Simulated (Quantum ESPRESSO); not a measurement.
# Ti (Im-3m) in Quantum ESPRESSO: settings compared

Aim: see how the results for Ti move with the level of theory and the settings. Levels: PBEsol, PBEsol+U. Tasks: phonon dispersion, Wannier functions, Hubbard U by linear response.

Everything below comes from runs of Quantum ESPRESSO 7.5. Logs are shortened: lines on timing, memory, paths and dates and some standing lists are left out, and cuts for length are marked.

## Step 1: The structure

It takes space group Im-3m (No. 229, cubic). The conventional cell has a = 3.282 Å, b = 3.282 Å, c = 3.282 Å, α = 90.00°, β = 90.00°, γ = 90.00°. Around Ti (site symmetry m-3m) lie 8 Ti at 2.84 Å.

This isn't the form of Ti at room conditions, which is hcp.

## Step 2: Phonon dispersion, PBEsol

File pw.in:

```
&CONTROL
  calculation = 'scf'
  prefix = 'pwscf'
  outdir = './tmp'
  pseudo_dir = './pseudo'
  tprnfor = .true.
  tstress = .true.
  disk_io = 'low'
/
&SYSTEM
  ibrav = 0
  nat = 1
  ntyp = 1
  ecutwfc = 45
  ecutrho = 360
  nbnd = 12
  occupations = 'smearing'
  smearing = 'mp'
  degauss = 0.01469973
/
&ELECTRONS
  conv_thr = 2d-10
  electron_maxstep = 120
  mixing_beta = 0.5
/
ATOMIC_SPECIES
Ti    47.8670 ti_pbesol_v1.4.uspp.F.UPF
CELL_PARAMETERS angstrom
  -1.6410000000    1.6410000000    1.6410000000
   1.6410000000   -1.6410000000    1.6410000000
   1.6410000000    1.6410000000   -1.6410000000
ATOMIC_POSITIONS crystal
Ti     0.0000000000    0.0000000000    0.0000000000
K_POINTS automatic
12 12 12 0 0 0
```

File relax.in:

```
&CONTROL
  calculation = 'vc-relax'
  prefix = 'pwscf'
  outdir = './tmp'
  pseudo_dir = './pseudo'
  tprnfor = .true.
  tstress = .true.
  disk_io = 'low'
  nstep = 40
  forc_conv_thr = 0.0001
  etot_conv_thr = 1d-06
/
&SYSTEM
  ibrav = 0
  nat = 1
  ntyp = 1
  ecutwfc = 45
  ecutrho = 360
  nbnd = 12
  occupations = 'smearing'
  smearing = 'mp'
  degauss = 0.01469973
/
&ELECTRONS
  conv_thr = 2d-10
  electron_maxstep = 120
  mixing_beta = 0.5
/
&IONS
  ion_dynamics = 'bfgs'
/
&CELL
  cell_dynamics = 'bfgs'
  press = 0
  press_conv_thr = 0.2
/
ATOMIC_SPECIES
Ti    47.8670 ti_pbesol_v1.4.uspp.F.UPF
CELL_PARAMETERS angstrom
  -1.6410000000    1.6410000000    1.6410000000
   1.6410000000   -1.6410000000    1.6410000000
   1.6410000000    1.6410000000   -1.6410000000
ATOMIC_POSITIONS crystal
Ti     0.0000000000    0.0000000000    0.0000000000
K_POINTS automatic
12 12 12 0 0 0
```

File scf2.in:

```
&CONTROL
  calculation = 'scf'
  prefix = 'pwscf'
  outdir = './tmp'
  pseudo_dir = './pseudo'
  tprnfor = .true.
  tstress = .true.
  disk_io = 'low'
/
&SYSTEM
  ibrav = 0
  nat = 1
  ntyp = 1
  ecutwfc = 45
  ecutrho = 360
  nbnd = 12
  occupations = 'smearing'
  smearing = 'mp'
  degauss = 0.01469973
/
&ELECTRONS
  conv_thr = 1d-13
  electron_maxstep = 120
  mixing_beta = 0.5
  startingpot = 'file'
  startingwfc = 'file'
/
ATOMIC_SPECIES
Ti    47.8670 ti_pbesol_v1.4.uspp.F.UPF
CELL_PARAMETERS angstrom
  -1.6033856276    1.6033856276    1.6033856276
   1.6033856276   -1.6033856276    1.6033856276
   1.6033856276    1.6033856276   -1.6033856276
ATOMIC_POSITIONS crystal
Ti     0.0000000000    0.0000000000    0.0000000000
K_POINTS automatic
12 12 12 0 0 0
```

File ph.in:

```
phonon_bands of Ti
&INPUTPH
  prefix = 'pwscf'
  outdir = './tmp'
  tr2_ph = 1d-16
  fildyn = 'dyn'
  niter_ph = 60
  alpha_mix(1) = 0.4
  ldisp = .true.
  nq1 = 3
  nq2 = 3
  nq3 = 3
/
```

File q2r.in:

```
&INPUT
  fildyn = 'dyn'
  zasr = 'crystal'
  flfrc = 'fc'
/
```

File matdyn.in:

```
&INPUT
  asr = 'crystal'
  flfrc = 'fc'
  flfrq = 'freq'
  q_in_cryst_coord = .true.
  flvec = ' '
/
80
 0.0000000000  0.0000000000  0.0000000000
 0.0312500000 -0.0312500000  0.0312500000
 0.0625000000 -0.0625000000  0.0625000000
 0.0937500000 -0.0937500000  0.0937500000
 0.1250000000 -0.1250000000  0.1250000000
 0.1562500000 -0.1562500000  0.1562500000
 0.1875000000 -0.1875000000  0.1875000000
 0.2187500000 -0.2187500000  0.2187500000
 0.2500000000 -0.2500000000  0.2500000000
 0.2812500000 -0.2812500000  0.2812500000
 0.3125000000 -0.3125000000  0.3125000000
 0.3437500000 -0.3437500000  0.3437500000
 0.3750000000 -0.3750000000  0.3750000000
 0.4062500000 -0.4062500000  0.4062500000
 0.4375000000 -0.4375000000  0.4375000000
 0.4687500000 -0.4687500000  0.4687500000
 0.5000000000 -0.5000000000  0.5000000000
 0.4545454545 -0.4545454545  0.5000000000
 0.4090909091 -0.4090909091  0.5000000000
 0.3636363636 -0.3636363636  0.5000000000
 0.3181818182 -0.3181818182  0.5000000000
 0.2727272727 -0.2727272727  0.5000000000
 0.2272727273 -0.2272727273  0.5000000000
 0.1818181818 -0.1818181818  0.5000000000
 0.1363636364 -0.1363636364  0.5000000000
 0.0909090909 -0.0909090909  0.5000000000
 0.0454545455 -0.0454545455  0.5000000000
 0.0000000000  0.0000000000  0.5000000000
 0.0000000000  0.0000000000  0.4583333333
 0.0000000000  0.0000000000  0.4166666667
 0.0000000000  0.0000000000  0.3750000000
 0.0000000000  0.0000000000  0.3333333333
 0.0000000000  0.0000000000  0.2916666667
 0.0000000000  0.0000000000  0.2500000000
 0.0000000000  0.0000000000  0.2083333333
 0.0000000000  0.0000000000  0.1666666667
 0.0000000000  0.0000000000  0.1250000000
 0.0000000000  0.0000000000  0.0833333333
 0.0000000000  0.0000000000  0.0416666667
 0.0000000000  0.0000000000  0.0000000000
 0.0166666667  0.0166666667  0.0166666667
 0.0333333333  0.0333333333  0.0333333333
 0.0500000000  0.0500000000  0.0500000000
 0.0666666667  0.0666666667  0.0666666667
 0.0833333333  0.0833333333  0.0833333333
 0.1000000000  0.1000000000  0.1000000000
 0.1166666667  0.1166666667  0.1166666667
 0.1333333333  0.1333333333  0.1333333333
 0.1500000000  0.1500000000  0.1500000000
 0.1666666667  0.1666666667  0.1666666667
 0.1833333333  0.1833333333  0.1833333333
 0.2000000000  0.2000000000  0.2000000000
 0.2166666667  0.2166666667  0.2166666667
 0.2333333333  0.2333333333  0.2333333333
 0.2500000000  0.2500000000  0.2500000000
 0.2666666667  0.2000000000  0.2666666667
 0.2833333333  0.1500000000  0.2833333333
 0.3000000000  0.1000000000  0.3000000000
 0.3166666667  0.0500000000  0.3166666667
 0.3333333333  0.0000000000  0.3333333333
 0.3500000000 -0.0500000000  0.3500000000
 0.3666666667 -0.1000000000  0.3666666667
 0.3833333333 -0.1500000000  0.3833333333
 0.4000000000 -0.2000000000  0.4000000000
 0.4166666667 -0.2500000000  0.4166666667
 0.4333333333 -0.3000000000  0.4333333333
 0.4500000000 -0.3500000000  0.4500000000
 0.4666666667 -0.4000000000  0.4666666667
 0.4833333333 -0.4500000000  0.4833333333
 0.5000000000 -0.5000000000  0.5000000000
 0.2500000000  0.2500000000  0.2500000000
 0.2222222222  0.2222222222  0.2777777778
 0.1944444444  0.1944444444  0.3055555556
 0.1666666667  0.1666666667  0.3333333333
 0.1388888889  0.1388888889  0.3611111111
 0.1111111111  0.1111111111  0.3888888889
 0.0833333333  0.0833333333  0.4166666667
 0.0555555556  0.0555555556  0.4444444444
 0.0277777778  0.0277777778  0.4722222222
 0.0000000000  0.0000000000  0.5000000000
```

File matdyn_dos.in:

```
&INPUT
  asr = 'crystal'
  flfrc = 'fc'
  dos = .true.
  fldos = 'phdos'
  nk1 = 18
  nk2 = 18
  nk3 = 18
  deltaE = 1
  flvec = ' '
  flfrq = ' '
/
```

Potentials or basis: GBRV 1.5 PBEsol.

On the command line:

```
$ OMP_NUM_THREADS=1 pw.x -in pw.in > pw.out
$ OMP_NUM_THREADS=1 pw.x -in relax.in > relax.out
$ OMP_NUM_THREADS=1 pw.x -in scf2.in > scf2.out
$ OMP_NUM_THREADS=1 ph.x -in ph.in > ph.out
$ OMP_NUM_THREADS=1 q2r.x -in q2r.in > q2r.out
$ OMP_NUM_THREADS=1 matdyn.x -in matdyn.in > matdyn.out
$ OMP_NUM_THREADS=1 matdyn.x -in matdyn_dos.in > matdyn_dos.out
```

pw.out:

```text
This program is part of the open-source Quantum ESPRESSO suite
     for quantum simulation of materials; please cite
[... 9 lines left out ...]
     --------------------
     sticks:   dense  smooth     PW     G-vecs:    dense   smooth      PW
     Sum         781     391    155                13811     4897    1205

     Using Slab Decomposition

     bravais-lattice index     =            0
     lattice parameter (alat)  =       5.3712  a.u.
     unit-cell volume          =     119.2840 (a.u.)^3
     number of atoms/cell      =            1
     number of atomic types    =            1
     number of electrons       =        12.00
     number of Kohn-Sham states=           12
     kinetic-energy cutoff     =      45.0000  Ry
     charge density cutoff     =     360.0000  Ry
     scf convergence threshold =      2.0E-10
     mixing beta               =       0.5000
     number of iterations used =            8  plain     mixing
     Exchange-correlation= SLA  PW   PSX  PSC
                           (   1   4  10   8   0   0   0)

     celldm(1)=   5.371160  celldm(2)=   0.000000  celldm(3)=   0.000000
     celldm(4)=   0.000000  celldm(5)=   0.000000  celldm(6)=   0.000000

     crystal axes: (cart. coord. in units of alat)
               a(1) = (  -0.577350   0.577350   0.577350 )
               a(2) = (   0.577350  -0.577350   0.577350 )
               a(3) = (   0.577350   0.577350  -0.577350 )

     reciprocal axes: (cart. coord. in units 2 pi/alat)
               b(1) = ( -0.000000  0.866025  0.866025 )
               b(2) = (  0.866025 -0.000000  0.866025 )
               b(3) = (  0.866025  0.866025  0.000000 )

     PseudoPot. # 1 for Ti read from file:
     ti_pbesol_v1.4.uspp.F.UPF
     Pseudo is Ultrasoft + core correction, Zval = 12.0
     Generated by new atomic code, or converted to UPF format
     Using radial grid of  851 points,  6 beta functions with:
                l(1) =   0
                l(2) =   0
                l(3) =   1
                l(4) =   1
                l(5) =   2
                l(6) =   2
     Q(r) pseudized with  6 coefficients,  rinner =    1.000   1.000   1.000
                                                       1.000   1.000

     atomic species   valence    mass     pseudopotential
     Ti               12.00    47.86700     Ti( 1.00)

     48 Sym. Ops., with inversion, found

   Cartesian axes

     site n.     atom                  positions (alat units)
         1        Ti     tau(   1) = (   0.0000000   0.0000000   0.0000000  )

     number of k points=    72  Methfessel-Paxton smearing, width (Ry)=  0.0147
                       cart. coord. in units 2pi/alat
        k(    1) = (   0.0000000   0.0000000   0.0000000), wk =   0.0011574
        k(    2) = (   0.0721688   0.0721688   0.0000000), wk =   0.0138889
        k(    3) = (   0.1443376   0.1443376   0.0000000), wk =   0.0138889
        k(    4) = (   0.2165064   0.2165064   0.0000000), wk =   0.0138889
        k(    5) = (   0.2886751   0.2886751   0.0000000), wk =   0.0138889
        k(    6) = (   0.3608439   0.3608439   0.0000000), wk =   0.0138889
[... 64 lines left out ...]
        k(   71) = (  -0.8660254  -0.0721688  -0.0721688), wk =   0.0138889
        k(   72) = (  -0.8660254  -0.8660254  -0.8660254), wk =   0.0011574

     Dense  grid:    13811 G-vectors     FFT dimensions: (  36,  36,  36)

     Smooth grid:     4897 G-vectors     FFT dimensions: (  24,  24,  24)

     Check: negative core charge=   -0.000016

     Initial potential from superposition of free atoms

     starting charge      11.0000, renormalised to      12.0000

     negative rho (up, down):  5.982E-04 0.000E+00
     Starting wfcs are   10 randomized atomic wfcs +    2 random wfcs

     Self-consistent Calculation

     iteration #  1     ecut=    45.00 Ry     beta= 0.50
     Davidson diagonalization with overlap
     ethr =  1.00E-02,  avg # of iterations =  4.7

     negative rho (up, down):  1.141E-03 0.000E+00

     total energy              =    -118.94161679 Ry
     estimated scf accuracy    <       0.71247019 Ry

     iteration #  2     ecut=    45.00 Ry     beta= 0.50
     Davidson diagonalization with overlap
     ethr =  5.94E-03,  avg # of iterations =  2.1

     negative rho (up, down):  4.949E-04 0.000E+00

     total energy              =    -119.12816841 Ry
     estimated scf accuracy    <       0.03645514 Ry

     iteration #  3     ecut=    45.00 Ry     beta= 0.50
     Davidson diagonalization with overlap
     ethr =  3.04E-04,  avg # of iterations =  1.9

     negative rho (up, down):  4.060E-04 0.000E+00

     total energy              =    -119.13563686 Ry
     estimated scf accuracy    <       0.00029071 Ry

     iteration #  4     ecut=    45.00 Ry     beta= 0.50
     Davidson diagonalization with overlap
     ethr =  2.42E-06,  avg # of iterations =  4.1
[... 19 lines left out ...]
     negative rho (up, down):  4.039E-04 0.000E+00

     total energy              =    -119.13569960 Ry
     estimated scf accuracy    <       0.00000042 Ry

     iteration #  7     ecut=    45.00 Ry     beta= 0.50
     Davidson diagonalization with overlap
     ethr =  3.52E-09,  avg # of iterations =  1.9

     negative rho (up, down):  4.040E-04 0.000E+00

     total energy              =    -119.13569972 Ry
     estimated scf accuracy    <       0.00000004 Ry

     iteration #  8     ecut=    45.00 Ry     beta= 0.50
     Davidson diagonalization with overlap
     ethr =  2.93E-10,  avg # of iterations =  1.3

     negative rho (up, down):  4.040E-04 0.000E+00

     End of self-consistent calculation

          k = 0.0000 0.0000 0.0000 (   603 PWs)   bands (ev):

   -43.5447 -19.5250 -19.5250 -19.5250   6.8468  13.7274  13.7274  13.7274
    15.4682  15.4682  30.0513  30.0513

          k = 0.0722 0.0722 0.0000 (   613 PWs)   bands (ev):

   -43.5363 -19.5702 -19.5390 -19.5253   7.0799  13.6222  13.6948  13.8969
    15.3507  15.4748  29.6554  30.0038

          k = 0.1443 0.1443 0.0000 (   613 PWs)   bands (ev):

   -43.5134 -19.6922 -19.5769 -19.5260   7.7418  13.3471  13.5246  14.3835
    15.1733  15.5033  28.3822  29.5001

          k = 0.2165 0.2165 0.0000 (   607 PWs)   bands (ev):

   -43.4821 -19.8557 -19.6284 -19.5269   8.7035  12.9969  13.2045  15.1166
    15.1820  15.5674  26.3433  28.3706

          k = 0.2887 0.2887 0.0000 (   606 PWs)   bands (ev):

   -43.4505 -20.0159 -19.6794 -19.5280   9.6707  12.6716  13.0709  15.3248
    15.6637  15.9583  24.0704  27.1811

          k = 0.3608 0.3608 0.0000 (   604 PWs)   bands (ev):

   -43.4273 -20.1311 -19.7164 -19.5287  10.2156  12.4470  13.4638  15.4373
    15.7576  16.6764  22.1653  26.3392
[... 311 lines left out ...]
          k =-0.7939-0.0722-0.1443 (   623 PWs)   bands (ev):

   -43.3475 -19.9962 -19.9527 -19.8765  11.0280  11.0598  15.0849  15.9262
    16.4810  19.9217  21.7855  21.9214

          k = 0.0000 0.0000 0.7217 (   618 PWs)   bands (ev):

   -43.3425 -19.9712 -19.9399 -19.9399  10.8986  10.9610  15.8892  15.8892
    16.4037  19.4242  22.1584  22.1584

          k =-0.8660-0.0722-0.0722 (   610 PWs)   bands (ev):

   -43.3364 -19.9851 -19.9556 -19.9427  10.8220  10.8236  16.0896  16.1817
    16.6468  20.6422  20.9749  21.5875

          k =-0.8660-0.8660-0.8660 (   610 PWs)   bands (ev):

   -43.3304 -19.9714 -19.9714 -19.9714  10.7024  10.7024  16.6243  16.6243
    16.6243  20.9503  20.9503  20.9503

     the Fermi energy is    12.7558 ev

!    total energy              =    -119.13569972 Ry
     estimated scf accuracy    <          1.1E-10 Ry
     smearing contrib. (-TS)   =       0.00010114 Ry
     internal energy E=F+TS    =    -119.13580087 Ry

     The total energy is F=E-TS. E is the sum of the following terms:
     one-electron contribution =     -41.23137680 Ry
     hartree contribution      =      24.44484655 Ry
     xc contribution           =     -17.85350140 Ry
     ewald contribution        =     -84.49576921 Ry

     convergence has been achieved in   8 iterations

     negative rho (up, down):  4.040E-04 0.000E+00

     Forces acting on atoms (cartesian axes, Ry/au):

     atom    1 type  1   force =     0.00000000    0.00000000    0.00000000

     Total force =     0.000000     Total SCF correction =     0.000000

     Computing stress (Cartesian axis) and pressure

     negative rho (up, down):  4.040E-04 0.000E+00
          total   stress  (Ry/bohr**3)                   (kbar)     P=      -69.70
  -0.00047382   0.00000000   0.00000000          -69.70        0.00        0.00
  -0.00000000  -0.00047382  -0.00000000           -0.00      -69.70       -0.00
  -0.00000000  -0.00000000  -0.00047382           -0.00       -0.00      -69.70

=------------------------------------------------------------------------------=
   JOB DONE.
=------------------------------------------------------------------------------=
```

Run time: 18 min. Hardware: 1 thread of Arm Neoverse V1, shared host; peak memory 0.09 GiB.

What came out:

| Item | Value |
| --- | --- |
| Free energy | -1620.9509 eV |
| Relaxed volume | 16.49 Å³/atom |
| Relaxed cell | a = 2.777 Å, b = 2.777 Å, c = 2.777 Å, α = 109.47°, β = 109.47°, γ = 109.47° |
| Space group after relaxing (to 0.05 Å) | Im-3m (No. 229) |
| Pressure after relaxing | 0.0 GPa |
| Band gap on the k mesh | none (metal or under the smearing width) |
| Highest phonon frequency | 231 cm⁻¹ |
| Most unstable mode | 147i cm⁻¹ |

Step by step:
```tsv
step	energy change (eV)	largest force (eV/Å)	pressure (GPa)	volume (Å³)
1	0.0000	0.0000	-6.97	17.68
2	-0.0207	0.0000	-3.62	17.06
3	-0.0272	0.0000	0.40	16.43
4	-0.0273	0.0000	-0.02	16.49
5	-0.0273	0.0000	0.00	16.49
```

Final structure:
```
CELL_PARAMETERS angstrom
-1.60339 1.60339 1.60339
1.60339 -1.60339 1.60339
1.60339 1.60339 -1.60339
ATOMIC_POSITIONS crystal
Ti 0.00000 0.00000 0.00000
```

Levels at points of the mesh, in eV from the Fermi level:
```tsv
k point	band 3	band 4	band 5	band 6	band 7	band 8	band 9	band 10
(0.00, 0.00, 0.00)	-32.05	-32.05	-6.04	1.04	1.04	1.04	2.94	2.94
(0.00, 0.00, -0.50)	-32.30	-32.06	-2.59	-0.46	1.31	2.93	3.31	4.61
(-0.50, -0.50, -0.50)	-32.60	-32.60	-2.29	-2.29	4.22	4.22	4.22	8.77
```

Phonon frequencies in cm⁻¹ (negative: imaginary):
```tsv
q point	frequencies
(0.000, 0.000, 0.000)	0 0 0
(0.219, -0.219, 0.219)	140 150 150
(0.438, -0.438, 0.438)	226 227 227
(0.273, -0.273, 0.500)	193 200 202
(0.000, 0.000, 0.458)	-113 116 191
(0.000, 0.000, 0.167)	-84 79 135
(0.050, 0.050, 0.050)	-44 -44 118
(0.167, 0.167, 0.167)	-129 -129 175
(0.283, 0.150, 0.283)	-139 -96 -96
(0.400, -0.200, 0.400)	186 186 195
(0.250, 0.250, 0.250)	-128 -128 -128
(0.056, 0.056, 0.444)	-121 100 177
```

Phonon frequencies at the corners of the path (cm⁻¹, interpolated; i marks imaginary ones):
```tsv
point	frequencies
Γ	0 0 0
H	231 231 231
N	113i 116 190
P	128i 128i 128i
```

Phonon states per cell in windows of 20 cm⁻¹ (negative: imaginary):
```csv
from (cm⁻¹),total
-160,0.03
-140,0.11
-120,0.20
-100,0.14
-80,0.10
-60,0.07
-40,0.06
-20,0.05
0,0.05
20,0.06
40,0.08
60,0.11
80,0.15
100,0.21
120,0.21
140,0.22
160,0.30
180,0.64
200,0.16
220,0.04
```

Caveat: some modes are imaginary; the q mesh is small, so phonon branches between its points and thermal values are rough.

(Continued in part 2 of 3.)
